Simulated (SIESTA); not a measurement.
Ca:

```
CELL_PARAMETERS angstrom
3.48866 0.00000 0.00000
0.00000 3.48866 0.00000
0.00000 0.00000 3.48866
ATOMIC_POSITIONS crystal
Ca 0.00000 0.00000 0.00000
```

This isn't the form of Ca at room conditions, which is fcc.

- Program: SIESTA 5.4.2
- Task: single point
- Functional: PBE
- Potentials or basis: PseudoDojo 0.4 standard (PBE files)
- Basis: DZP (energy shift 0.002 Ry; d shell added on Ca)
- Grid cutoff: 800 Ry
- Energy shift: 0.002 Ry
- k mesh: 8 × 8 × 8
- Occupations: fermi-dirac, width 0.05 eV
- Spin: no spin polarisation

On this cell: pressure 0.5 GPa; band gap on the k mesh none (metal or under the smearing width).

The same run follows on a disturbed copy (cell strained at random at fixed volume):

```
CELL_PARAMETERS angstrom
3.43896 0.00419 -0.02578
0.00419 3.53127 -0.06249
-0.02578 -0.06249 3.49766
ATOMIC_POSITIONS crystal
Ca 0.00713 0.98520 0.01166
```

Question: What changes?

Answer: The energy (extrapolated to zero smearing) moves by +0.1 meV/atom; pressure 0.4 GPa; band gap on the k mesh none (metal or under the smearing width).

Stress tensor (GPa, compression positive):
```
 1.39  0.04 -0.25
 0.04 -0.33 -0.56
-0.25 -0.56  0.29
```

Caveats: semicore shells carry a single zeta, which can move pressures by several GPa and volumes by a few percent; the basis of atomic orbitals isn't converged, which shifts pressures, moduli and gaps.
